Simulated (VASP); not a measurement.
Write the native input for VASP 6.6.1 that does the following.

* Task: single point
* Functional: PBE
* Potentials or basis: VASP PAW PBE potentials, release 64 (Mo_sv)
* Cutoff: 520 eV
* k mesh: 6 × 6 × 6
* Occupations: gaussian, width 0.1 eV
* Spin: no spin polarisation
* Dipole correction: no
* Further INCAR settings: ALGO = Fast; EDIFF = 1e-06; NBANDS = 21

The structure of Mo lies in POSCAR:

```
Mo
1.0
    1.7722412504      1.0232039630      3.0853111770
   -1.7722412504      1.0232039630      3.0853111770
    0.0000000000     -2.0464079259      3.0853111770
Mo
2
Direct
    0.2336400000      0.2336400000      0.2336400000
    0.7663600000      0.7663600000      0.7663600000
```

The cell was built by a generator and needn't be a form met in nature.

These files were run (other wordings do the same):

INCAR

```
SYSTEM = Mo
ALGO = Fast
EDIFF = 1E-6
ENCUT = 520
GGA = PE
ISIF = 2
ISMEAR = 0
LASPH = .TRUE.
LCHARG = .TRUE.
LELF = .TRUE.
LREAL = .FALSE.
LVHAR = .TRUE.
LWAVE = .FALSE.
NBANDS = 21
NELM = 100
PREC = Accurate
SIGMA = 0.1
```

KPOINTS

```
k-points
0
G
  6 6 6
  0 0 0
```

Potentials or basis: VASP PAW PBE potentials, release 64 (Mo_sv).

The run is started by

```console
$ cat potpaw_PBE.64/Mo_sv/POTCAR > POTCAR
$ mpirun -np 1 vasp_std > vasp.out
```

It gave:

| Quantity | Value |
| --- | --- |
| Pressure | 18.3 GPa |
| Largest force | 2.815 eV/Å |
| Band gap on the k mesh | none (metal or under the smearing width) |

Caveat: so large a pressure means that the cell lies far from this level's equilibrium, or that cutoff or potentials fall short; forces of over 1 eV/Å show positions far from the minimum, so gaps and moduli don't describe the material at rest.

Run time: 11 s on 1 thread of Intel(R) Xeon(R) 6975P-C (Granite Rapids), on a shared host, peak memory 0.16 GiB.
